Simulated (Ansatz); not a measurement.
# Ga (Cmce) in Ansatz: notebook

Runs on Ga. Level: PBEsol. Tasks: relaxation of cell and atoms.

Everything below comes from runs of Ansatz 0.2.0. Logs are shortened: lines on timing, memory, paths and dates and some standing lists are left out, and cuts for length are marked.

## Step 1: The structure

Symmetry: Cmce, No. 64, orthorhombic system. The conventional cell has a = 4.523 Å, b = 7.661 Å, c = 4.524 Å, α = 90.00°, β = 90.00°, γ = 90.00°. Ga (site symmetry m) is surrounded by 7 Ga at 2.48 to 2.79 Å.

## Step 2: Relaxation of cell and atoms, PBEsol, target pressure 10 GPa, at which the enthalpy is minimised

input.yaml reads:

```yaml
crystal:
  lattice:
    - [2.2615, -3.8305, 0.0]
    - [2.2615, 3.8305, 0.0]
    - [0.0, 0.0, 4.524]
  atoms:
    - { symbol: Ga, position: [0.3451, 0.6549, 0.419] }
    - { symbol: Ga, position: [0.1549, 0.8451, 0.919] }
    - { symbol: Ga, position: [0.6549, 0.3451, 0.581] }
    - { symbol: Ga, position: [0.8451, 0.1549, 0.081] }
hamiltonian:
  xc: pbesol
  pseudopotentials: { kind: paw }
kpoints:
  mp_grid: { grid: [7, 7, 6] }
scf:
  occupations: { method: fermi_dirac, width: 0.05 }
output:
  forces: true
  stress: true
  eigenvalues: true
  write_density: true
  write_potential: true
  elf: true
  volumetric_format: npy
relax:
  f_tol: 0.01
  max_steps: 40
  cell: { stress_tol: 0.05, p_target: 10.0 }
```

Potentials or basis: Ansatz PAW.

Run with:

```
$ ansatz run input.yaml --threads 2 --pin off --max-ram 5632MiB --backend cpu --events-out ev --progress --plain --runs-dir out
```

The program printed:

```text
Warning: RAYON_NUM_THREADS=2 ignored (pool sized by the plan → 2); use --threads N
Engine: ansatz 0.2.0, aarch64-unknown-linux-gnu
Pseudopotentials: kind: paw
Pseudopotential: Ga, paw, valence charge 13, recommended cutoff 420 eV (normal), Ga.paw.azcp
Functional definition: PBEsol
  exchange = pbesol_x
  correlation = pbesol_c
Crystal: 4 atoms, lattice volume = 78.380 Å³
Basis set: ecut = 420 eV, 1517 PW (Γ), exchange–correlation on 60×60×64 points (8 copies of the dense FFT grid, shifted against one another)
Bands: 32, of which v1, the nominal top of the filled ones, is band 26 counted from 1 (25 counted from 0)
Symmetry: 8 space group operations
Space group: Cmce (ITA 64), of the structure as read, at distance tolerance 4.3e-5 Å
k-points: 64 of 294
Non-local potential: Ga, projectors of the file, l = 0: 2, l = 1: 2, l = 2: 3, l = 3: 1
PAW form: soft (Blöchl's): semilocal exchange-correlation on the pseudo side does not see the compensation charge
PAW frozen core: Ga, regenerated for the run's functional, and the local potential with it (the file was generated under x = pbe(κ = 0.804, μ = 0.2195149727645171), c = pbe(β = 0.06672455060314922))
PAW one-centre angular grid: Ga, 590 points (default); XC on 64 Gauss nodes
Initial density: superposition of atomic densities (neutral atoms: chi_scale 0, normalization atom), corrected by the library's trained network
Initial wavefunctions: pseudopotential atomic-orbital guess
Functional: x = pbesol(κ = 0.804, μ = 0.12345679012345678), c = pbesol(β = 0.046)
SCF iter   1: F=—  HF=-14972.789918 eV  |F-HF|=—  |Δ(HF+E_count)|=         —  Δρ=1.97e-3  dr2=3.33e-3  ethr=1.77e-3  ⟨swp⟩=5.9  Hψ=7918  notcnv=0  defer=4
preconditioner: auto → Kerker (q_TF=auto, 2.548 Å⁻¹)  [metal: Δε(μ)=0.036 eV  Ē_g=16.039 eV  σ=0.050 eV  W_gap=0.18  n_scr=20 (ndim 8)  ℏωp=30.2 eV  f_vac=0.006  D(μ)=1.10/eV (n_scr^D=2)]
SCF iter   2: F=—  HF=-14972.785779 eV  |F-HF|=—  |Δ(HF+E_count)|=   4.14e-3  Δρ=1.25e-3  dr2=1.48e-3  ethr=6.40e-6  ⟨swp⟩=2.3  Hψ=3992  notcnv=0  defer=5
SCF iter   3: F=—  HF=-14972.785509 eV  |F-HF|=—  |Δ(HF+E_count)|=   2.70e-4  Δρ=3.79e-4  dr2=2.32e-4  ethr=2.84e-6  ⟨swp⟩=2.8  Hψ=3768  notcnv=0  defer=5
SCF iter   4: F=—  HF=-14972.785501 eV  |F-HF|=—  |Δ(HF+E_count)|=   8.70e-6  Δρ=2.57e-4  dr2=6.73e-5  ethr=4.46e-7  ⟨swp⟩=2.0  Hψ=3615  notcnv=0  defer=5
SCF iter   5: F=—  HF=-14972.785468 eV  |F-HF|=—  |Δ(HF+E_count)|=   3.22e-5  Δρ=2.58e-4  dr2=2.47e-5  ethr=1.29e-7  ⟨swp⟩=2.0  Hψ=3674  notcnv=0  defer=5
SCF iter   6: F=—  HF=-14972.785455 eV  |F-HF|=—  |Δ(HF+E_count)|=   1.32e-5  Δρ=4.43e-5  dr2=1.12e-6  ethr=4.76e-8  ⟨swp⟩=2.0  Hψ=3283  notcnv=0  defer=5
SCF iter   7: F=—  HF=-14972.785455 eV  |F-HF|=—  |Δ(HF+E_count)|=   4.55e-7  Δρ=2.22e-5  dr2=2.08e-7  ethr=2.15e-9  ⟨swp⟩=2.0  Hψ=3674  notcnv=0  defer=5
SCF iter   8: F=-14972.785455 eV  HF=-14972.785455 eV  |F-HF|=1.04e-7  |Δ(HF+E_count)|=   7.83e-8  Δρ=1.16e-5  dr2=5.51e-8  ethr=1.92e-10  ⟨swp⟩=8.8  Hψ=12857  notcnv=0
SCF 1 converged in 8 iterations: F = -14972.785455 eV  dr2 = 5.51e-8
relax step   1: F+E_penalty+E_count = -14972.78545465 eV  Δ(F+E_penalty+E_count) = +0.000e0 eV  max|allowed force component| = 1.166e-1 eV/Å  Δτ_max = 0.0000 Å  P = -1.578 GPa  Ω = 78.380 Å³  (8 SCF iters, dr2 threshold 1.00e-7 eV, accepted)
Crystal: 4 atoms, lattice volume = 68.999 Å³
Basis set: ecut = 420 eV, 1329 PW (Γ), exchange–correlation on 60×60×64 points (8 copies of the dense FFT grid, shifted against one another)
Initial density: handed on by an earlier stage of this run
Initial wavefunctions: those handed on with the density
iter 1 solved again at ethr=3.29e-5 eV; its pass at ethr=3.10e-3 eV (dr2=1.71e-2 eV) is discarded
SCF iter   1: F=—  HF=-14972.649275 eV  |F-HF|=—  |Δ(HF+E_count)|=         —  Δρ=5.76e-3  dr2=1.74e-2  ethr=3.29e-5  ⟨swp⟩=1.3  Hψ=11784  notcnv=0
preconditioner: auto → Kerker (q_TF=auto, 2.603 Å⁻¹)  [metal: Δε(μ)=0.032 eV  Ē_g=16.591 eV  σ=0.050 eV  W_gap=0.16  n_scr=20 (ndim 8)  ℏωp=32.2 eV  f_vac=0.000  D(μ)=0.77/eV (n_scr^D=0)]
SCF iter   2: F=—  HF=-14972.646445 eV  |F-HF|=—  |Δ(HF+E_count)|=   2.83e-3  Δρ=3.26e-3  dr2=5.60e-3  ethr=3.29e-5  ⟨swp⟩=2.7  Hψ=3889  notcnv=0
SCF iter   3: F=—  HF=-14972.645751 eV  |F-HF|=—  |Δ(HF+E_count)|=   6.95e-4  Δρ=1.47e-3  dr2=1.27e-3  ethr=1.08e-5  ⟨swp⟩=2.0  Hψ=3327  notcnv=0
SCF iter   4: F=—  HF=-14972.645214 eV  |F-HF|=—  |Δ(HF+E_count)|=   5.36e-4  Δρ=4.28e-4  dr2=1.21e-4  ethr=2.44e-6  ⟨swp⟩=2.0  Hψ=3612  notcnv=0
[... 48 lines left out ...]
SCF iter   6: F=—  HF=-14972.566260 eV  |F-HF|=—  |Δ(HF+E_count)|=  8.84e-10  Δρ=5.51e-7  dr2=3.95e-10  ethr=7.65e-12  ⟨swp⟩=2.2  Hψ=3664  notcnv=0
SCF iter   7: F=-14972.566260 eV  HF=-14972.566260 eV  |F-HF|=3.64e-12  |Δ(HF+E_count)|=  7.28e-11  Δρ=1.42e-7  dr2=1.72e-11  ethr=1.00e-12  ⟨swp⟩=4.1  Hψ=9674  notcnv=0
SCF 6 converged in 7 iterations: F = -14972.566260 eV  dr2 = 1.72e-11
relax step   6: F+E_penalty+E_count = -14972.56626019 eV  Δ(F+E_penalty+E_count) = +2.792e-3 eV  max|allowed force component| = 7.556e-3 eV/Å  Δτ_max = 0.0000 Å  P = +9.979 GPa  Ω = 67.502 Å³  stress off target by 5.17e-2 GPa  SCF on the basis re-selected at this cell (its energy is not comparable with the rows above)  (7 SCF iters)
basis re-selected at this cell: Δ(F+E_penalty+E_count) = +2.792e-3 eV, ΔP = -0.007 GPa vs the last step (what re-selecting the basis moved, of the pressure what is left beyond the Pulay correction that the steps carried, after the strain that the cell walked since its last selection, with what the two solves' SCF thresholds leave and, on support functions, any second-order correction that the steps lacked; it is no measure of the basis error at this ecutwfc). The dense FFT grid was sized anew with the basis: this SCF ran on 30×30×30 points, the steps before it on 30×30×32, so part of this shift can come from that change (see relax.cell in the input reference). This SCF's stress stands 5.17e-2 GPa from its target on what of the cell is left free (relax.cell.stress_tol is 5.00e-2 GPa) and its largest allowed force component is 7.56e-3 eV/Å (relax.f_tol is 1.00e-2 eV/Å): not within both, so this SCF does not close the relaxation
Crystal: 4 atoms, lattice volume = 67.486 Å³
iter 1 solved again at ethr=1.84e-8 eV; its pass at ethr=3.10e-3 eV (dr2=9.57e-6 eV) is discarded
SCF iter   1: F=—  HF=-14972.565251 eV  |F-HF|=—  |Δ(HF+E_count)|=         —  Δρ=2.18e-4  dr2=9.97e-6  ethr=1.84e-8  ⟨swp⟩=2.4  Hψ=8863  notcnv=0
preconditioner: auto → Kerker (q_TF=auto, 2.612 Å⁻¹)  [metal: Δε(μ)=0.046 eV  Ē_g=16.783 eV  σ=0.050 eV  W_gap=0.23  n_scr=20 (ndim 8)  ℏωp=32.6 eV  f_vac=0.000  D(μ)=0.69/eV (n_scr^D=0)]
SCF iter   2: F=—  HF=-14972.565262 eV  |F-HF|=—  |Δ(HF+E_count)|=   1.16e-5  Δρ=1.24e-4  dr2=3.89e-6  ethr=1.84e-8  ⟨swp⟩=1.0  Hψ=2048  notcnv=0
SCF iter   3: F=—  HF=-14972.565264 eV  |F-HF|=—  |Δ(HF+E_count)|=   1.30e-6  Δρ=1.40e-5  dr2=7.74e-8  ethr=7.48e-9  ⟨swp⟩=1.0  Hψ=2048  notcnv=0
SCF iter   4: F=—  HF=-14972.565264 eV  |F-HF|=—  |Δ(HF+E_count)|=   1.89e-8  Δρ=7.56e-6  dr2=1.98e-8  ethr=1.49e-10  ⟨swp⟩=2.0  Hψ=3716  notcnv=0
SCF iter   5: F=-14972.565264 eV  HF=-14972.565264 eV  |F-HF|=3.47e-9  |Δ(HF+E_count)|=   8.71e-9  Δρ=2.81e-6  dr2=3.72e-9  ethr=1.28e-11  ⟨swp⟩=6.9  Hψ=11686  notcnv=0
SCF 7 converged in 5 iterations: F = -14972.565264 eV  dr2 = 3.72e-9
relax step   7: F+E_penalty+E_count = -14972.56526360 eV  Δ(F+E_penalty+E_count) = +9.966e-4 eV  max|allowed force component| = 4.038e-3 eV/Å  Δτ_max = 0.0029 Å  P = +10.000 GPa  Ω = 67.486 Å³  energy of the carried Pulay correction = +4.950e-6 eV  (5 SCF iters, dr2 threshold 6.67e-9 eV, accepted)
iter 1 solved again at ethr=9.81e-9 eV; its pass at ethr=3.10e-3 eV (dr2=5.10e-6 eV) is discarded
SCF iter   1: F=—  HF=-14972.565252 eV  |F-HF|=—  |Δ(HF+E_count)|=         —  Δρ=2.73e-6  dr2=3.61e-9  ethr=9.81e-9  ⟨swp⟩=3.2  Hψ=13688  notcnv=0
preconditioner: auto → Kerker (q_TF=auto, 2.612 Å⁻¹)  [metal: Δε(μ)=0.047 eV  Ē_g=16.783 eV  σ=0.050 eV  W_gap=0.23  n_scr=20 (ndim 8)  ℏωp=32.6 eV  f_vac=0.000  D(μ)=0.69/eV (n_scr^D=0)]
SCF iter   2: F=—  HF=-14972.565259 eV  |F-HF|=—  |Δ(HF+E_count)|=   7.48e-6  Δρ=1.52e-6  dr2=1.44e-9  ethr=6.93e-12  ⟨swp⟩=2.3  Hψ=3766  notcnv=0
SCF iter   3: F=—  HF=-14972.565259 eV  |F-HF|=—  |Δ(HF+E_count)|=  4.00e-11  Δρ=9.39e-7  dr2=6.79e-10  ethr=2.77e-12  ⟨swp⟩=2.0  Hψ=3441  notcnv=0
SCF iter   4: F=-14972.565259 eV  HF=-14972.565259 eV  |F-HF|=3.64e-12  |Δ(HF+E_count)|=  3.09e-11  Δρ=1.59e-7  dr2=8.51e-12  ethr=1.00e-12  ⟨swp⟩=4.4  Hψ=9940  notcnv=0
SCF 8 converged in 4 iterations: F = -14972.565259 eV  dr2 = 8.51e-12
relax step   8: F+E_penalty+E_count = -14972.56525944 eV  Δ(F+E_penalty+E_count) = +4.159e-6 eV  max|allowed force component| = 4.038e-3 eV/Å  Δτ_max = 0.0000 Å  P = +10.000 GPa  Ω = 67.486 Å³  stress off target by 4.67e-2 GPa  SCF on the basis re-selected at this cell (its energy is not comparable with the rows above)  (4 SCF iters)
basis re-selected at this cell: Δ(F+E_penalty+E_count) = +4.159e-6 eV, ΔP = +0.000 GPa vs the last step (what re-selecting the basis moved, of the pressure what is left beyond the Pulay correction that the steps carried, after the strain that the cell walked since its last selection, with what the two solves' SCF thresholds leave and, on support functions, any second-order correction that the steps lacked; it is no measure of the basis error at this ecutwfc). This SCF's stress stands 4.67e-2 GPa from its target on what of the cell is left free (relax.cell.stress_tol is 5.00e-2 GPa) and its largest allowed force component is 4.04e-3 eV/Å (relax.f_tol is 1.00e-2 eV/Å): within both
SCF converged after 4 iterations
Free energy (F): -14972.565259 eV
Harris-Foulkes:  -14972.565259 eV  (|F-HF|=3.64e-12)
Internal energy: -14972.559749 eV  (E = F + TS)
E sigma→0 (E₀):  -14972.562504 eV
Entropy (-TS):   -0.005510 eV (-1.378 meV/atom)
Fermi energy:    11.024712 eV
--- Per-component energies (eV) ---
  E_band       = -92.073366
  E_kinetic    = 469.369706
  E_local      = -7185.441469  (includes V_loc(G=0)·N_el)
  E_nonlocal   = 1694.957960
  E_hartree    = 3397.035566
  E_xc         = -279.805529
  E_vxc        = -239.545658  (∫ρ·V_xc dr)
  E_paw        = -7786.634043  (= ΣΔE_a)
  E_vpaw       = -1625.484558  (= ΣTr[D̂ρ^β])
  E_aug_tail   = -0.000481  (compensation charges beyond the density's cutoff)
  E_ewald      = -5285.493371
  E_core_change = 3.451911  (= ΣΔE_core)
  E_smearing   = -0.005510  (= −TS)
  E_closure    = 0.000000  (closes the sum)
  Σ components = -14972.565259   (vs F -14972.565259, Δ=0.00e0)
--- Forces (eV/Å), atoms counted from 1 ---
  atom   1  Ga     0.00000000     0.00403849     0.00250991
  atom   2  Ga    -0.00000000    -0.00403849     0.00250991
  atom   3  Ga    -0.00000000    -0.00403849    -0.00250991
  atom   4  Ga     0.00000000     0.00403849    -0.00250991
  max |Σ_I F_I| component: 0.00e0 eV/Å
--- Stress (GPa, compression-positive) ---
       10.029839       0.000000       0.000000
        0.000000       9.953268      -0.000000
        0.000000      -0.000000      10.016472
  P = ⅓ Tr σ = 9.9999 GPa (99.999 kbar)
--- Band table (eV; the first three rows and the last of 64) ---
  k-point 0: bands = ["-4.4520", "-4.4334", "-4.3698", "-4.3539", "-4.3459", "-4.3081", "-4.2399", "-4.1358", "-4.1083", "-4.1048", "-4.0786", "-4.0479", "-4.0348", "-3.9907", "-3.9413", "-3.8863", "-3.8084", "-3.8024", "-3.7419", "-3.6639", "-1.2490", "6.6270", "6.7387", "8.9946", "9.8223", "9.8966", "11.9327", "11.9916", "12.0772", "16.9033", "16.9750", "18.2086"]
  k-point 1: bands = ["-4.4420", "-4.4329", "-4.3717", "-4.3657", "-4.3442", "-4.2963", "-4.2326", "-4.1970", "-4.1220", "-4.0940", "-4.0492", "-4.0482", "-4.0104", "-3.9767", "-3.9721", "-3.8578", "-3.8059", "-3.8019", "-3.7475", "-3.6773", "-1.0195", "4.3851", "9.0465", "9.2287", "10.0156", "10.0772", "11.7762", "12.0446", "12.7078", "15.4882", "15.6732", "16.6769"]
  k-point 2: bands = ["-4.4291", "-4.3942", "-4.3872", "-4.3803", "-4.3364", "-4.3149", "-4.2570", "-4.1992", "-4.1612", "-4.1246", "-4.0440", "-4.0007", "-3.9977", "-3.9857", "-3.9216", "-3.8214", "-3.8072", "-3.7971", "-3.7627", "-3.7193", "-0.3293", "2.4013", "9.9037", "10.5149", "10.6385", "10.7938", "11.8389", "11.9755", "12.8915", "14.6482", "14.7757", "15.1135"]
  k-point 63: bands = ["-4.4580", "-4.4580", "-4.3641", "-4.3641", "-4.3418", "-4.3418", "-4.2720", "-4.2720", "-4.1124", "-4.1124", "-4.0001", "-4.0001", "-3.9274", "-3.9274", "-3.9103", "-3.9103", "-3.7867", "-3.7867", "-3.7484", "-3.7484", "2.5143", "2.5143", "5.3580", "5.3580", "9.5178", "9.5178", "10.2662", "10.2662", "18.0409", "18.0409", "19.7574", "19.7574"]
--- Relaxed structure (6 steps of the walk, 6 accepted, 2 SCFs on fresh bases) ---
  F+E_penalty+E_count = -14972.56525944 eV   max|allowed force component| = 4.038e-3 eV/Å   (the final SCF, on the basis selected at the relaxed cell)
  cell:  # Å, volume = 67.4858 Å³
    - [2.1231933747716822, -3.664743909995986, 3.57231732624495e-33]
    - [2.1231933747716822, 3.664743909995986, -1.9439382618351837e-33]
    - [1.628739086312135e-33, -3.25747817262427e-33, 4.336597513866899]
  atoms:
    - { symbol: Ga, position: [0.34505186198843113, 0.6549481380115689, 0.4161058947518813] }
    - { symbol: Ga, position: [0.15494813801156893, 0.8450518619884311, 0.9161058947518812] }
    - { symbol: Ga, position: [0.6549481380115689, 0.34505186198843113, 0.5838941052481186] }
    - { symbol: Ga, position: [0.8450518619884311, 0.15494813801156893, 0.08389410524811867] }
```

It took 46 s on 2 threads of Arm Neoverse V1, shared host; peak memory 0.43 GiB.

What came out:

```
Free energy                                            : -14972.5653 eV
Relaxed volume                                         : 16.87 Å³/atom
Relaxed cell                                           : a = 4.235 Å, b = 4.235 Å, c = 4.337 Å, α = 90.00°, β = 90.00°, γ = 119.83°
Space group after relaxing (to 0.05 Å)                 : Cmce (No. 64)
Energy change on relaxing (the enthalpy is what falls) : +55.0 meV/atom
Ionic steps                                            : 8
Pressure after relaxing                                : 10.0 GPa
Largest force after relaxing                           : 0.005 eV/Å
Band gap on the k mesh                                 : none (metal or under the smearing width)
```

Forces in eV/Å, atoms in the order of the input:
```
Ga   0.000  0.004  0.003
Ga   0.000 -0.004  0.003
Ga   0.000 -0.004 -0.003
Ga   0.000  0.004 -0.003
```

Step by step:
| step | energy change (eV) | largest force (eV/Å) | volume (Å³) |
| --- | --- | --- | --- |
| 1 | 0.0000 | 0.1247 | 78.38 |
| 2 | 0.1402 | 0.1812 | 69.00 |
| 3 | 0.2494 | 0.0219 | 67.00 |
| 4 | 0.2171 | 0.0137 | 67.49 |
| 5 | 0.2164 | 0.0075 | 67.50 |
| 6 | 0.2192 | 0.0076 | 67.50 |
| 7 | 0.2202 | 0.0048 | 67.49 |
| 8 | 0.2202 | 0.0048 | 67.49 |

Final structure:
```cif
data_structure
_symmetry_space_group_name_H-M 'P 1'
_symmetry_Int_Tables_number 1
_cell_length_a 4.2354
_cell_length_b 4.2354
_cell_length_c 4.3366
_cell_angle_alpha 90.000
_cell_angle_beta 90.000
_cell_angle_gamma 119.828
_cell_volume 67.49
loop_
_atom_site_label
_atom_site_type_symbol
_atom_site_fract_x
_atom_site_fract_y
_atom_site_fract_z
_atom_site_occupancy
Ga1 Ga 0.34505 0.65495 0.41611 1
Ga2 Ga 0.15495 0.84505 0.91611 1
Ga3 Ga 0.65495 0.34505 0.58389 1
Ga4 Ga 0.84505 0.15495 0.08389 1
```

Caveat: the plane-wave basis is chosen anew once the cell has moved, so the energies of steps on either side of that aren't comparable; the PAW data sets come from PBE, with cores solved anew for the run's functional, which leaves a small shift of forces and pressure.

(Continued in part 2 of 2.)
